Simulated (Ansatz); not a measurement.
A run of Ansatz 0.2.0:

File input.yaml:

```yaml
crystal:
  lattice:
    - [6.2057, 0.0, 0.0]
    - [0.0, 6.2057, 0.0]
    - [0.0, 0.0, 6.2057]
  atoms:
    - { symbol: Cs, position: [0.0, 0.0, 0.0] }
    - { symbol: I, position: [0.5, 0.5, 0.0] }
    - { symbol: I, position: [0.5, 0.0, 0.5] }
    - { symbol: I, position: [0.0, 0.5, 0.5] }
    - { symbol: Sn, position: [0.5, 0.5, 0.5] }
hamiltonian:
  xc: { exchange: slater, correlation: vwn5 }
  pseudopotentials: { kind: paw }
kpoints:
  mp_grid: { grid: [5, 5, 5] }
scf:
  occupations: { method: fermi_dirac, width: 0.05 }
output:
  forces: true
  stress: true
  write_density: true
  write_potential: true
  elf: true
  volumetric_format: npy
relax:
  f_tol: 0.01
  max_steps: 40
  cell: { stress_tol: 0.05 }
```

Potentials or basis: Ansatz PAW.

Run with:

```sh
$ ansatz run input.yaml --threads 2 --pin off --max-ram 5120MiB --backend cpu --events-out ev --progress --plain --runs-dir out
```

Hardware: 2 threads of Arm Neoverse V2, on a shared host.

Question: How long does it take, and how much memory?

Answer: It took 14 s on 2 threads of Arm Neoverse V2, with other jobs on the host, peak memory 0.52 GiB. Counts: scf iterations 28, plane waves 4337, k points 10, bands 45, ion steps 5.
